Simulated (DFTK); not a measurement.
## Os under changes of volume

One of the cells (14.716 Å³/atom); the others are scaled copies at fixed shape and fractional positions:

```xyz
1
Lattice="0.0000 1.9450 1.9450 1.9450 0.0000 1.9450 1.9450 1.9450 0.0000" Properties=species:S:1:pos:R:3 pbc="T T T"
Os    0.0000    0.0000    0.0000
```

This isn't the form of Os at room conditions, which is hcp.

- Program: DFTK 0.8.2
- Functional: PBE
- Potentials or basis: dojo.nc.sr.pbe.v0_4_1.standard.upf (PBE)
- Cutoff: 1007 eV
- k mesh: 12 × 12 × 12
- Occupations: fermi-dirac, width 0.05 eV
- Spin: no spin polarisation

| volume (Å³/atom) | energy over the lowest point (meV/atom) | pressure (GPa) |
| --- | --- | --- |
| 13.833 | 18.47 | 14.0 |
| 14.127 | ? | ? |
| 14.422 | 0.00 | -3.3 |
| 14.716 | 12.81 | -10.5 |
| 15.010 | 38.12 | -16.9 |
| 15.305 | 74.52 | -22.6 |
| 15.599 | 120.74 | -27.6 |

Q: What does the run at 14.127 Å³/atom give?

A: Energy over the lowest point 1.30 meV/atom; pressure 4.9 GPa.

Worked out: A Birch-Murnaghan fit of order 3 (a polynomial in V^(-2/3)) to the other rows has its minimum at 14.30 Å³/atom with B0 = V·E''(V) = 392 GPa and B' = 4.8. It gives 1.30 meV/atom at 14.127 Å³/atom, against the run's 1.30, and -dE/dV = 4.9 GPa, against 4.9.

Energies are extrapolated to zero smearing.
